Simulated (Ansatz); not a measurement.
Bulk crystal (HfN) after relaxation:

```
Hf N
1.0
     0.00000    2.27390    2.27390
     2.27390    0.00000    2.27390
     2.27390    2.27390    0.00000
Hf N
1 1
Direct
  0.00000 0.00000 0.00000
  0.50000 0.50000 0.50000
```

Miller indices refer to the conventional cell of Fm-3m (No. 225), a = 4.548 Å, b = 4.548 Å, c = 4.548 Å, α = 90.00°, β = 90.00°, γ = 90.00°.

The (111) slab of 9 planes, 10.5 Å thick with 15 Å of vacuum as cut; outer planes Hf (top) and Hf (bottom).

Method: DFT PBE, scalar-relativistic, plane waves, PAW (Ansatz 0.2.0). Cutoff 420 eV; k points 12×12×1 on the computed 9-atom cell (Γ-centred); Gaussian smearing, width 0.10 eV; no spin polarisation. The cell repeats along c with a dipole correction in the vacuum.

The slab isn't stoichiometric (Hf5N4), so its surface energy depends on the chemical potentials; it is given with the excess atoms taken from the element's standard state, a limit at which the compound may itself be unstable, so the figure can be too low.

Results for the relaxed slab:

* Surface energy with the excess atoms taken from the elements: 1.98 J/m²
* Work function: 4.47 eV

Relaxation lowers the energy by 0.034 J/m² a face; the largest move is 0.034 Å.

```
plane (bottom to top) atoms spacing to next, bulk (Å) relaxed (Å) change (%)
                    1     Hf                      1.313        1.299        -1.0
                    2      N                      1.313        1.263        -3.8
                    3     Hf                      1.313        1.345        +2.5
                    4      N                      1.313        1.314        +0.1
                    5     Hf                      1.313        1.314        +0.1
                    6      N                      1.313        1.345        +2.5
                    7     Hf                      1.313        1.263        -3.8
                    8      N                      1.313        1.299        -1.0
                    9     Hf
```

Spin-orbit coupling is left out, which matters for the bands of heavy elements. Spin polarisation was left out, and a magnetic state may lie lower.